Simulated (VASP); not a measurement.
Here is a VASP 6.6.1 calculation.

INCAR

```
SYSTEM = PbO2
ALGO = Normal
EDIFF = 1E-6
EDIFFG = -0.01
ENCUT = 600
GGA = 91
IBRION = 2
ISIF = 3
ISMEAR = -1
LASPH = .True.
LCHARG = .False.
LREAL = .False.
LWAVE = .False.
NELM = 60
NSW = 60
PREC = Accurate
SIGMA = 0.05
```

File KPOINTS:

```
k-points
0
Gamma
  6 6 8
  0 0 0
```

Contents of POSCAR:

```
PbO2
1.0
    4.9949598700      0.0000000000      0.0000000000
    0.0000000000      4.9949598700      0.0000000000
    0.0000000000      0.0000000000      3.4090009600
Pb O
2 4
Direct
    0.5000000000      0.5000000000      0.5000000000
    0.0000000000      0.0000000000      0.0000000000
    0.6925710400      0.6925710400      0.0000000000
    0.8074289600      0.1925710400      0.5000000000
    0.1925710400      0.8074289600      0.5000000000
    0.3074289600      0.3074289600      0.0000000000
```

Potentials or basis: VASP PAW PBE potentials, release 64 (Pb_d, O).

Command:

```sh
$ cat potpaw_PBE.64/Pb_d/POTCAR potpaw_PBE.64/O/POTCAR > POTCAR
$ mpirun -np 1 vasp_std > vasp.out
```

**Question.** Predict the space group after relaxing (to 0.05 Å).

**Answer.** P4_2/mnm (No. 136).

**Question.** What does it give for the relaxed volume?

**Answer.** 14.81 Å³/atom.

The path:
```tsv
step	energy change (eV)	largest force (eV/Å)	pressure (GPa)	volume (Å³)
1	0.0000	0.0574	5.79	85.05
2	-0.0282	0.1289	-3.61	91.52
3	-0.0631	0.0584	0.04	88.65
4	-0.0631	0.0564	0.14	88.58
5	-0.0641	0.0220	0.12	88.67
6	-0.0646	0.0196	0.10	88.79
7	-0.0646	0.0049	-0.09	88.93
8	-0.0646	0.0074	-0.06	88.91
9	-0.0647	0.0007	-0.01	88.87
```

Caveat: the PAW data sets were made with another functional, which shifts forces and pressure a little. Spin-orbit coupling is left out, which matters for the levels of Pb.
